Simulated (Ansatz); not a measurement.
Crystal: FeO.

```xyz
2
Lattice="-1.6021 1.6021 2.0834 1.6021 -1.6021 2.0834 1.6021 1.6021 -2.0834" Properties=species:S:1:pos:R:3 pbc="T T T"
Fe    0.0000    0.0000    0.0000
O     0.0000    0.0000    2.0834
```

The cell comes from a database or a generator and needn't be the stable form of this composition.

Base run:

- Program: Ansatz 0.2.0
- Functional: LDA
- Potentials or basis: all-electron LAPW, scalar-relativistic
- Cutoff: 375 eV (chosen from the basis error)
- Basis error allowed: 0.001 eV/atom
- k mesh: 12 × 12 × 12
- Occupations: fermi-dirac, width 0.05 eV
- Spin: collinear spin, ferromagnetic start
- Starting moments: [3.0, 0.0] μB

Its results: pressure -22.5 GPa; net moment 4.00 μB per cell; site moments Fe +3.56; O +0.33 μB.

Problem. The run is repeated on the same cell with these changes: functional from LDA to PBE. What comes out?

Solution. Pressure -8.8 GPa; net moment 4.00 μB per cell; site moments Fe +3.60; O +0.31 μB.

PBE binds less tightly than LDA, so the same cell stands under more pressure.

Caveats: a cell with one magnetic atom can't hold antiferromagnetic order, which such compounds often take.
